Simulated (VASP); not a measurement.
# K (Im-3m) in VASP: further runs

One crystal, K, is run at these levels: PBEsol; tasks: single point.

Everything below comes from runs of VASP 6.6.1. Logs are shortened: lines on timing, memory, paths and dates and some standing lists are left out, and cuts for length are marked.

## 1. The crystal as given

It takes space group Im-3m (No. 229, cubic). The conventional cell has a = 5.217 Å, b = 5.217 Å, c = 5.217 Å, α = 90.00°, β = 90.00°, γ = 90.00°.

## 2. Single point, PBEsol

Contents of INCAR:

```
SYSTEM = K
PREC = Accurate ; ENCUT = 700
EDIFF = 1E-6 ; ISMEAR = 0
SIGMA = 0.1 ; LREAL = .FALSE.
LASPH = .TRUE. ; NELM = 100
ALGO = Normal ; ISIF = 2
LWAVE = .FALSE. ; LCHARG = .FALSE.
GGA = PS
```

Contents of KPOINTS:

```
regular mesh
0
G
  12 12 12
  0 0 0
```

Contents of POSCAR:

```
K
1.0
   -2.6084600000      2.6084600000      2.6084600000
    2.6084600000     -2.6084600000      2.6084600000
    2.6084600000      2.6084600000     -2.6084600000
K
1
Direct
    0.0000000000      0.0000000000      0.0000000000
```

Potentials or basis: VASP PAW PBE potentials, release 64 (K_sv).

On the command line:

```
$ cat potpaw_PBE.64/K_sv/POTCAR > POTCAR
$ mpirun -np 1 vasp_std > vasp.out
```

OUTCAR:

```text
SYSTEM = K
   PREC = Accurate
   ENCUT = 700
   EDIFF = 1E-6
   ISMEAR = 0
   LREAL = .FALSE.
   LASPH = .TRUE.
   NELM = 100
   ISIF = 2
   GGA = PS

 ion  position               nearest neighbor table
   1  0.000  0.000  0.000-

  LATTYP: Found a body centered cubic cell.
 ALAT       =     5.2169200000

  Lattice vectors:

 A1 = (  -2.6084600000,   2.6084600000,   2.6084600000)
 A2 = (   2.6084600000,  -2.6084600000,   2.6084600000)
 A3 = (   2.6084600000,   2.6084600000,  -2.6084600000)

Analysis of symmetry for initial positions (statically):
=====================================================================
 Subroutine PRICEL returns:
 Original cell was already a primitive cell.

 Routine SETGRP: Setting up the symmetry group for a
 body centered cubic supercell.

 Subroutine GETGRP returns: Found 48 space group operations
 (whereof 48 operations were pure point group operations)
 out of a pool of 48 trial point group operations.

The static configuration has the point symmetry O_h .

Analysis of symmetry for dynamics (positions and initial velocities):
=====================================================================
 Subroutine PRICEL returns:
 Original cell was already a primitive cell.

 Routine SETGRP: Setting up the symmetry group for a
 body centered cubic supercell.

 Subroutine GETGRP returns: Found 48 space group operations
 (whereof 48 operations were pure point group operations)
 out of a pool of 48 trial point group operations.

The dynamic configuration has the point symmetry O_h .

 Subroutine INISYM returns: Found 48 space group operations
 (whereof 48 operations are pure point group operations),
 and found     1 'primitive' translations

----------------------------------------------------------------------------------------

                                     Primitive cell

  volume of cell :      70.9925

  direct lattice vectors                    reciprocal lattice vectors
    -2.608460000  2.608460000  2.608460000     0.000000000  0.191683982  0.191683982
     2.608460000 -2.608460000  2.608460000     0.191683982  0.000000000  0.191683982
     2.608460000  2.608460000 -2.608460000     0.191683982  0.191683982  0.000000000

  length of vectors
     4.517985250  4.517985250  4.517985250     0.271082087  0.271082087  0.271082087

  position of ions in fractional coordinates (direct lattice)
     0.000000000  0.000000000  0.000000000

  ion indices of the primitive-cell ions
   primitive index   ion index
                 1           1

----------------------------------------------------------------------------------------

 KPOINTS: regular mesh

Automatic generation of k-mesh.
 Grid dimensions read from file:
 generate k-points for:   12   12   12

 Generating k-lattice:

  Cartesian coordinates                     Fractional coordinates (reciprocal lattice)
     0.000000000  0.015973665  0.015973665     0.083333333  0.000000000  0.000000000
     0.015973665  0.000000000  0.015973665     0.000000000  0.083333333  0.000000000
     0.015973665  0.015973665  0.000000000     0.000000000  0.000000000  0.083333333

  Length of vectors
     0.022590174  0.022590174  0.022590174

  Shift w.r.t. Gamma in fractional coordinates (k-lattice)
     0.000000000  0.000000000  0.000000000

 Subroutine IBZKPT returns following result:
 ===========================================

 Found     72 irreducible k-points:

 Following reciprocal coordinates:
            Coordinates               Weight
  0.000000  0.000000  0.000000      1.000000
  0.083333  0.000000  0.000000     12.000000
  0.166667  0.000000  0.000000     12.000000
  0.250000  0.000000  0.000000     12.000000
  0.333333  0.000000  0.000000     12.000000
  0.416667  0.000000  0.000000     12.000000
[... 16 lines left out ...]
  0.333333  0.083333  0.083333     24.000000
  0.416667  0.083333  0.083333     12.000000
 [... further k-points ...]
   k-points           NKPTS =     72   k-points in BZ     NKDIM =     72   number of bands    NBANDS=      8
   number of dos      NEDOS =    301   number of ions     NIONS =      1
   total plane-waves  NPLWV =  64000
   dimension x,y,z NGX =    40 NGY =   40 NGZ =   40
   dimension x,y,z NGXF=    80 NGYF=   80 NGZF=   80
   ions per type =               1
   NGX,Y,Z   is equivalent  to a cutoff of  14.72, 14.72, 14.72 a.u.
   NGXF,Y,Z  is equivalent  to a cutoff of  29.44, 29.44, 29.44 a.u.
 SYSTEM =  K
   PREC   = accura    normal or accurate (medium, high low for compatibility)
   ISTART =      0    job   : 0-new  1-cont  2-samecut
   ICHARG =      2    charge: 1-file 2-atom 10-const
   ISPIN  =      1    spin polarized calculation?
   LNONCOLLINEAR =      F non collinear calculations
   LSORBIT =      F    spin-orbit coupling
   LASPH  =      T    aspherical Exc in radial PAW
   ENCUT  =  700.0 eV  51.45 Ry    7.17 a.u.   9.75  9.75  9.75*2*pi/ulx,y,z
   NELM   =    100;   NELMIN=  2; NELMDL= -5     # of ELM steps
   EDIFF  = 0.1E-05   stopping-criterion for ELM
   LREAL  =      F    real-space projection
   EDIFFG = 0.1E-04   stopping-criterion for IOM
   NSW    =      0    number of steps for IOM
   IBRION =     -1    ionic relax: 0-MD 1-quasi-New 2-CG
   NFREE  =      0    steps in history (QN), initial steepest desc. (CG)
   ISIF   =      2    stress and relaxation
   ISYM   =      2    0-nonsym 1-usesym 2-fastsym
   POTIM  = 0.5000    time-step for ionic-motion
   TEBEG  =    0.0;   TEEND  =   0.0 temperature during run
   PSTRESS=    0.0 pullay stress
   NELECT =       9.0000    total number of electrons
   NUPDOWN=      -1.0000    fix difference up-down
   EMIN   =  10.00;   EMAX   =-10.00  energy-range for DOS
   EFERMI =   0.00;   METHOD = LEGACY
   ISMEAR =     0;   SIGMA  =   0.10  broadening in eV -4-tet -1-fermi 0-gaus
   EFERMI_NEDOS =   21; number of points for ismear=-14 and -15
   IALGO  =     38    algorithm
   IMIX   =      4    mixing-type and parameters
     AMIX     =   0.40;   BMIX     =  1.00
     AMIX_MAG =   1.60;   BMIX_MAG =  1.00
  volume/ion in A,a.u.               =      70.99       479.08
  Fermi-wavevector in a.u.,A,eV,Ry     =   0.822403  1.554117  9.202261  0.676347
  Thomas-Fermi vector in A             =   1.933732
   LORBIT       =      0    0 simple, 1 ext, 2 COOP (PROOUT), +10 PAW based schemes
   GGA     = PS    functional components
   LHFCALC =     F    Hartree Fock is set to
   AEXX    =    0.0000 exact exchange contribution
   IVDW    =     0    specifies the selected vdW correction
   LEPSILON=     F    determine dielectric tensor
   LRPA    =     F    only Hartree local field effects (RPA)
 non-spin polarized calculation
 Gauss-broadening in eV      SIGMA  =   0.10
  energy-cutoff  :      700.00
  volume of cell :       70.99
 maximum number of plane-waves:      3043
   NGX = 19   NGY = 19   NGZ = 19

 number of electron       9.0000000 magnetization

 Free energy of the ion-electron system (eV)
  ---------------------------------------------------
  ext. energy  EPLUGINS =         0.00000000
  ---------------------------------------------------
  free energy    TOTEN  =        -1.13443174 eV

  energy without entropy =       -1.12957592  energy(sigma->0) =       -1.13200383

 E-fermi :  -0.1047     XC(G=0):  -5.7854

 val. band max:       -0.1255303024   @ k =   0.2500   0.2500   0.0000
 cond. band min:      -0.0591212853   @ k =   0.3333   0.1667   0.0000
 fundamental gap:      0.0664090171
 Fermi energy:        -0.1046685709

 k-point     1 :       0.0000    0.0000    0.0000
  band No.  band energies     occupation
      1     -32.0616      2.00000
      2     -15.5691      2.00000
      3     -15.5691      2.00000
      4     -15.5691      2.00000
      5      -2.3000      2.00000
      6       4.2392      0.00000
      7       4.2392      0.00000
      8       4.2392      0.00000

 k-point     2 :       0.0833    0.0000    0.0000
  band No.  band energies     occupation
      1     -32.0613      2.00000
      2     -15.5744      2.00000
      3     -15.5709      2.00000
      4     -15.5691      2.00000
      5      -2.2110      2.00000
      6       4.1084      0.00000
      7       4.1232      0.00000
      8       4.3113      0.00000

 k-point     3 :       0.1667    0.0000    0.0000
  band No.  band energies     occupation
      1     -32.0604      2.00000
      2     -15.5889      2.00000
      3     -15.5756      2.00000
      4     -15.5691      2.00000
      5      -1.9482      2.00000
      6       3.6018      0.00000
      7       3.8519      0.00000
      8       4.5253      0.00000

 k-point     4 :       0.2500    0.0000    0.0000
  band No.  band energies     occupation
      1     -32.0592      2.00000
      2     -15.6084      2.00000
      3     -15.5822      2.00000
      4     -15.5691      2.00000
      5      -1.5241      2.00000
      6       2.8691      0.00000
      7       3.5513      0.00000
      8       4.8755      0.00000

 k-point     5 :       0.3333    0.0000    0.0000
  band No.  band energies     occupation
      1     -32.0579      2.00000
      2     -15.6278      2.00000
      3     -15.5887      2.00000
      4     -15.5691      2.00000
      5      -0.9596      2.00000
      6       2.0838      0.00000
      7       3.3009      0.00000
      8       5.0288      0.00000

 k-point     6 :       0.4167    0.0000    0.0000
  band No.  band energies     occupation
      1     -32.0570      2.00000
      2     -15.6418      2.00000
      3     -15.5935      2.00000
      4     -15.5690      2.00000
      5      -0.2855      1.98943
      6       1.2886      0.00000
      7       3.1396      0.00000
      8       4.9292      0.00000

 k-point     7 :       0.5000    0.0000    0.0000
  band No.  band energies     occupation
      1     -32.0567      2.00000
      2     -15.6469      2.00000
      3     -15.5952      2.00000
      4     -15.5690      2.00000
      5       0.3515      0.00000
      6       0.6135      0.00000
      7       3.0842      0.00000
      8       4.8599      0.00000

 k-point     8 :       0.0833    0.0833    0.0000
  band No.  band energies     occupation
      1     -32.0607      2.00000
      2     -15.5844      2.00000
      3     -15.5727      2.00000
      4     -15.5704      2.00000
      5      -2.0351      2.00000
      6       3.8214      0.00000
      7       3.8918      0.00000
      8       4.4486      0.00000

 k-point     9 :       0.1667    0.0833    0.0000
  band No.  band energies     occupation
      1     -32.0596      2.00000
      2     -15.6008      2.00000
      3     -15.5784      2.00000
      4     -15.5709      2.00000
      5      -1.6914      2.00000
      6       3.2253      0.00000
      7       3.5710      0.00000
      8       4.7069      0.00000

 k-point    10 :       0.2500    0.0833   -0.0000
  band No.  band energies     occupation
      1     -32.0584      2.00000
      2     -15.6192      2.00000
      3     -15.5858      2.00000
      4     -15.5710      2.00000
      5      -1.1964      2.00000
      6       2.4894      0.00000
      7       3.2899      0.00000
      8       4.8540      0.00000
[... 78 lines left out ...]
 k-point    18 :       0.3333    0.2500    0.0000
  band No.  band energies     occupation
      1     -32.0562      2.00000
      2     -15.6326      2.00000
      3     -15.6101      2.00000
      4     -15.5780      2.00000
      5       0.5558      0.00000
      6       1.2505      0.00000
      7       2.0457      0.00000
      8       4.5883      0.00000

 k-point    19 :       0.3333    0.3333    0.0000
  band No.  band energies     occupation
      1     -32.0560      2.00000
      2     -15.6227      2.00000
      3     -15.6227      2.00000
      4     -15.5789      2.00000
      5       1.1211      0.00000
      6       1.1211      0.00000
      7       1.5396      0.00000
      8       4.5692      0.00000

 k-point    20 :       0.0833    0.0833    0.0833
  band No.  band energies     occupation
      1     -32.0599      2.00000
      2     -15.5986      2.00000
      3     -15.5730      2.00000
      4     -15.5730      2.00000
      5      -1.7763      2.00000
      6       3.4567      0.00000
      7       3.4567      0.00000
      8       4.6466      0.00000

 k-point    21 :       0.1667    0.0833    0.0833
  band No.  band energies     occupation
      1     -32.0588      2.00000
      2     -15.6144      2.00000
      3     -15.5800      2.00000
      4     -15.5733      2.00000
      5      -1.3579      2.00000
      6       2.8344      0.00000
      7       3.1353      0.00000
      8       4.8657      0.00000

 k-point    22 :       0.2500    0.0833    0.0833
  band No.  band energies     occupation
      1     -32.0577      2.00000
      2     -15.6285      2.00000
      3     -15.5886      2.00000
      4     -15.5737      2.00000
      5      -0.7999      2.00000
      6       2.1299      0.00000
      7       2.8937      0.00000
      8       4.9197      0.00000

 k-point    23 :       0.3333    0.0833    0.0833
  band No.  band energies     occupation
      1     -32.0569      2.00000
      2     -15.6381      2.00000
      3     -15.5955      2.00000
      4     -15.5739      2.00000
      5      -0.1322      1.30259
      6       1.3843      0.00000
      7       2.7450      0.00000
      8       4.7281      0.00000

 k-point    24 :       0.4167    0.0833    0.0833
  band No.  band energies     occupation
      1     -32.0566      2.00000
      2     -15.6415      2.00000
      3     -15.5982      2.00000
      4     -15.5740      2.00000
      5       0.5308      0.00000
      6       0.6973      0.00000
      7       2.6949      0.00000
      8       4.6206      0.00000

 [... further k-points ...]

------------------------ aborting loop because EDIFF is reached ----------------------------------------

  FORCE on cell =-STRESS in cart. coord.  units (eV):
  Direction    XX          YY          ZZ          XY          YZ          ZX
  --------------------------------------------------------------------------------------
  -------------------------------------------------------------------------------------
  Total        0.0007965      0.0007965      0.0007965      0.0000000      0.0000000     -0.0000000
  in kB        0.0179747      0.0179747      0.0179747      0.0000000      0.0000000     -0.0000000
  external PRESSURE =       0.0179747 kB  Pullay stress =       0.0000000 kB

 VOLUME and BASIS-vectors are now :
 -----------------------------------------------------------------------------
  energy-cutoff  :      700.00
  volume of cell :       70.99
      direct lattice vectors                 reciprocal lattice vectors
    -2.608460000  2.608460000  2.608460000     0.000000000  0.191683982  0.191683982
     2.608460000 -2.608460000  2.608460000     0.191683982  0.000000000  0.191683982
     2.608460000  2.608460000 -2.608460000     0.191683982  0.191683982  0.000000000

 POSITION                                       TOTAL-FORCE (eV/Angst)
 -----------------------------------------------------------------------------------
      0.00000      0.00000      0.00000         0.000000      0.000000      0.000000
 -----------------------------------------------------------------------------------
    total drift:                                0.000000      0.000000     -0.000000

  FREE ENERGIE OF THE ION-ELECTRON SYSTEM (eV)
  ---------------------------------------------------
  free  energy   TOTEN  =        -1.1344317436 eV

  energy  without entropy=       -1.1295759198  energy(sigma->0) =       -1.13200383
```

It took 17 s on 1 thread of Intel Xeon 6975P-C (Granite Rapids), shared host; peak memory 0.26 GiB.

What came out:

* Free energy: -1.1344 eV
* Pressure: 0.0 GPa
* Band gap on the k mesh: none (metal or under the smearing width)

Caveat: the PAW data sets were made with another functional, which shifts forces and pressure a little.

[end of part 1 of 2]
